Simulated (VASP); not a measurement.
Wanted: the native input for a VASP 6.6.1 run.

```yaml
Task: band structure
Functional: PBE
Potentials_or_basis: VASP PAW PBE potentials, release 64 (Cd, O)
Cutoff: 520 eV
k_mesh: 12 × 12 × 12
Occupations: gaussian, width 0.03 eV
Spin: no spin polarisation
Further_INCAR_settings: ALGO = Normal; EDIFF = 1e-06
```

The structure of CdO (Monteponite) lies in POSCAR:

```
CdO                                     
1.0
    0.0000000000      2.3523961157      2.3523961157
    2.3523961157      0.0000000000      2.3523961157
    2.3523961157      2.3523961157      0.0000000000
  Cd              O             
     1     1
Direct
     0.0000000000000000    0.0000000000000000    0.0000000000000000
     0.5000000000000000    0.5000000000000000    0.5000000000000000
```

One way to write it, as run:

INCAR

```
ALGO = Normal
EDIFF = 1E-6
ENCUT = 520
GGA = PE
ISIF = 2
ISMEAR = 0
KPAR = 4
LASPH = T
LCHARG = F
LREAL = F
LWAVE = F
NELM = 80
PREC = Accurate
SIGMA = 0.03
```

KPOINTS

```
k-points
0
Gamma
  12 12 12
```

KPOINTS_OPT

```
explicit points
252
Reciprocal
 0.0000000000  0.0000000000  0.0000000000 1
 0.0357142857  0.0000000000  0.0357142857 1
 0.0714285714  0.0000000000  0.0714285714 1
 0.1071428571  0.0000000000  0.1071428571 1
 0.1428571429  0.0000000000  0.1428571429 1
 0.1785714286  0.0000000000  0.1785714286 1
[... 244 lines left out ...]
 0.4907455900  0.0092544100  0.5000000000 1
 0.5092544100 -0.0092544100  0.5000000000 1
```

Potentials or basis: VASP PAW PBE potentials, release 64 (Cd, O).

Command:

```bash
$ cat potpaw_PBE.64/Cd/POTCAR potpaw_PBE.64/O/POTCAR > POTCAR
$ mpirun -np 4 vasp_std > vasp.out
```

It gave:

- Pressure: 7.0 GPa
- Band gap along the path: none (metal or under the smearing width)

Caveat: this crystal is a semiconductor, whose small gap the functional closes, so the metal is an error of the method.

Wall time 9.4 s on 4 MPI ranks on Intel(R) Xeon(R) 6975P-C (Granite Rapids), on a shared host, peak memory 0.17 GiB a rank.
